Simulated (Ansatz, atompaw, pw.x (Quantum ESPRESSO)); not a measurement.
**What a changed setting does to a pw.x run (fcc Mo)**

Potential: PAW, atompaw 4.2.0.5, PBEsol; core [Ar] 3d10, reference 4s2 4p6 4d5 5s1 5p0; waves: 4s (bound): rc 1.55 bohr; 5s (bound): rc 2.40 bohr; 4p (bound): rc 1.65 bohr; 5p (bound, empty): rc 2.40 bohr; 4d (bound): rc 2.40 bohr; 4d channel at -0.14 Ry: rc 2.40 bohr; local part: troulliermartins scheme with l = 3 at 0 Ry, radius 2.30 bohr; core correction: smooth core density matched at 1.50 bohr; augmentation: sinc compensation charge, radius 2.20 bohr; PAW radius 2.40 bohr; waves and projectors: custom rrkj gramschmidtortho.

The reference run (k-mesh 14³, cutoffs 60/600 Ry, Fermi–Dirac 0.01 Ry, mixing_beta 0.4, conv_thr 1e-9, no spin) gives 0.63 GPa at 15.547 Å³/atom, where all-electron LAPW gives 0.18 GPa. This run, with its own iteration cap, changes degauss to 0.002.

```
&control
  calculation='scf', prefix='x', pseudo_dir='./', outdir='./tmp', tstress=.true., disk_io='none'
/
&system
  ibrav=0, nat=1, ntyp=1, ecutwfc=60, ecutrho=600, nbnd=15,
  occupations='smearing', smearing='fd', degauss=0.002
/
&electrons
  conv_thr=1e-09, mixing_beta=0.4, electron_maxstep=60
/
ATOMIC_SPECIES
Mo 1.0 Mo.UPF
CELL_PARAMETERS angstrom
  0.00000000 1.98094401 1.98094401
  1.98094401 0.00000000 1.98094401
  1.98094401 1.98094401 0.00000000
ATOMIC_POSITIONS crystal
Mo 0.0000 0.0000 0.0000
K_POINTS automatic
14 14 14 0 0 0
```

```bash
pw.x < Mo.scf.in > Mo.scf.out
```

Problem. How does the run end?

Solution. It converges in 9 iterations; the free energy moves by +35.1 meV/atom and the pressure by -0.64 GPa. In a metal, with Fermi–Dirac smearing, F lies below its zero-width value by a term in the square of the width.

```
Message from routine setup:
     using ibrav=0 with symmetry is DISCOURAGED, use correct ibrav instead
     lattice parameter (alat)  =       5.2940  a.u.
     unit-cell volume          =     104.9164 (a.u.)^3
     number of electrons       =        14.00
     number of Kohn-Sham states=           15
     kinetic-energy cutoff     =      60.0000  Ry
     charge density cutoff     =     600.0000  Ry
     scf convergence threshold =      1.0E-09
     Exchange-correlation= SLA PW PSX PSC
     number of k points=   104  Fermi-Dirac smearing, width (Ry)=  0.0020
     iteration #  1     ecut=    60.00 Ry     beta= 0.40
     total energy              =    -359.50459210 Ry
     estimated scf accuracy    <       0.07728114 Ry
     iteration #  2     ecut=    60.00 Ry     beta= 0.40
     total energy              =    -359.52297201 Ry
     estimated scf accuracy    <       0.01479813 Ry
     iteration #  3     ecut=    60.00 Ry     beta= 0.40
     total energy              =    -359.52772816 Ry
     estimated scf accuracy    <       0.00700507 Ry
     iteration #  4     ecut=    60.00 Ry     beta= 0.40
     total energy              =    -359.52858937 Ry
     estimated scf accuracy    <       0.00008235 Ry
     iteration #  5     ecut=    60.00 Ry     beta= 0.40
     total energy              =    -359.52861712 Ry
     estimated scf accuracy    <       0.00001182 Ry
     iteration #  6     ecut=    60.00 Ry     beta= 0.40
     total energy              =    -359.52862120 Ry
     estimated scf accuracy    <       0.00000004 Ry
     iteration #  7     ecut=    60.00 Ry     beta= 0.40
     total energy              =    -359.52862137 Ry
     estimated scf accuracy    <       0.00000009 Ry
     iteration #  8     ecut=    60.00 Ry     beta= 0.40
     total energy              =    -359.52862138 Ry
     estimated scf accuracy    <          8.4E-09 Ry
     iteration #  9     ecut=    60.00 Ry     beta= 0.40
     the Fermi energy is    19.6893 ev
!    total energy              =    -359.52862138 Ry
     estimated scf accuracy    <          7.5E-10 Ry
     smearing contrib. (-TS)   =      -0.00020242 Ry
     The total energy is F=E-TS. E is the sum of the following terms:
     one-electron contribution =     -13.45074337 Ry
     hartree contribution      =      24.08114790 Ry
     xc contribution           =     -16.61140349 Ry
     ewald contribution        =    -120.02764451 Ry
     one-center paw contrib.   =    -233.51977549 Ry
     convergence has been achieved in   9 iterations
          total   stress  (Ry/bohr**3)                   (kbar)     P=       -0.04
     Message from routine punch:
     Nothing written, as per user request (disk_io='none')
```

The run took about 32 s on one core of a shared host (AMD EPYC 7R43 64-Core Processor, 256 threads, 1004 GiB, load 134).
